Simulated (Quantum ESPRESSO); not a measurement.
**La under changes of volume**

One of the cells (38.320 Å³/atom); the others are scaled copies at fixed shape and fractional positions:

```
La
1.0
    -2.12383    2.12383    2.12383
     2.12383   -2.12383    2.12383
     2.12383    2.12383   -2.12383
La
1
Direct
  0.00000 0.00000 0.00000
```

This isn't the form of La at room conditions, which is double hcp.

```yaml
Program: Quantum ESPRESSO 7.5
Functional: PBE
Dispersion: D3(BJ)
Potentials_or_basis: PseudoDojo 0.4.1 SR PBE standard
Cutoff: 1497 eV
Density_cutoff: 5987 eV
k_mesh: 9 × 9 × 9
Occupations: fermi-dirac, width 0.05 eV
Spin: no spin polarisation
```

```tsv
volume (Å³/atom)	energy over the lowest point (meV/atom)	pressure (GPa)
36.020	0.00	-0.7
36.787	?	?
37.553	11.91	-1.6
38.320	21.21	-2.1
39.086	32.49	-2.5
39.852	45.60	-2.9
40.619	60.37	-3.2
```

Question: What does the run at 36.787 Å³/atom give?

Answer: Energy over the lowest point 4.77 meV/atom; pressure -1.2 GPa.

Worked out: A Birch-Murnaghan fit of order 3 (a polynomial in V^(-2/3)) to the other rows has its minimum at 35.03 Å³/atom, just outside them, with B0 = V·E''(V) = 28 GPa and B' = 3.0. It gives 4.77 meV/atom at 36.787 Å³/atom, against the run's 4.77, and -dE/dV = -1.3 GPa, against -1.2.

Energies are extrapolated to zero smearing.

Caveats: pairwise dispersion overbinds metals, which lowers pressure and volume.
